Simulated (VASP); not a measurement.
The system is ZrSe2.

```xyz
3
Lattice="3.7980 0.0000 0.0000 -1.8990 3.2892 0.0000 0.0000 0.0000 6.1920" Properties=species:S:1:pos:R:3 pbc="T T T"
Zr    0.0000    0.0000    0.0000
Se    0.0000    2.1928    1.5480
Se    1.8990    1.0964    4.6440
```

```yaml
Program: VASP 6.6.1
Task: relaxation of cell and atoms
Functional: PBE
Dispersion: D3(BJ)
Potentials_or_basis: VASP PAW PBE potentials, release 64 (Zr_sv, Se)
Cutoff: 600 eV
k_mesh: 9 × 9 × 5
Occupations: gaussian, width 0.03 eV
Spin: no spin polarisation
```

At the start: pressure -0.4 GPa; volume 25.78 Å³/atom.

Task: Where does the relaxation end?

Result: Over 15 steps the energy falls by 11.2 meV/atom and the volume is 24.35 Å³/atom (-5.6 %); space group P-3m1 (No. 164, to 0.05 Å).

Step by step:
| step | energy change (eV) | largest force (eV/Å) | pressure (GPa) | volume (Å³) |
| --- | --- | --- | --- | --- |
| 1 | 0.0000 | 0.3158 | -0.45 | 77.35 |
| 2 | -0.0147 | 0.2208 | -0.25 | 76.54 |
| 3 | -0.0201 | 0.1203 | -0.05 | 75.74 |
| 4 | -0.0234 | 0.0781 | -0.26 | 75.51 |
| 5 | -0.0293 | 0.0461 | -0.82 | 74.83 |
| 6 | -0.0299 | 0.1058 | -1.05 | 74.51 |
| 7 | -0.0311 | 0.0914 | -0.91 | 74.25 |
| 8 | -0.0332 | 0.0493 | -0.45 | 73.48 |
| 9 | -0.0312 | 0.0363 | 0.54 | 71.94 |
| 10 | -0.0335 | 0.0243 | -0.19 | 73.08 |
| 11 | -0.0335 | 0.0227 | -0.19 | 73.05 |
| 12 | -0.0334 | 0.0115 | -0.05 | 72.85 |
| 13 | -0.0335 | 0.0212 | -0.15 | 73.02 |
| 14 | -0.0335 | 0.0160 | -0.12 | 73.02 |
| 15 | -0.0337 | 0.0013 | -0.02 | 73.04 |

Final structure:
```cif
data_structure
_symmetry_space_group_name_H-M 'P 1'
_symmetry_Int_Tables_number 1
_cell_length_a 3.7404
_cell_length_b 3.7404
_cell_length_c 6.0281
_cell_angle_alpha 90.000
_cell_angle_beta 90.000
_cell_angle_gamma 120.000
_cell_volume 73.04
loop_
_atom_site_label
_atom_site_type_symbol
_atom_site_fract_x
_atom_site_fract_y
_atom_site_fract_z
_atom_site_occupancy
Zr1 Zr 0.00000 0.00000 0.00000 1
Se1 Se 0.33333 0.66667 0.26500 1
Se2 Se 0.66667 0.33333 0.73500 1
```
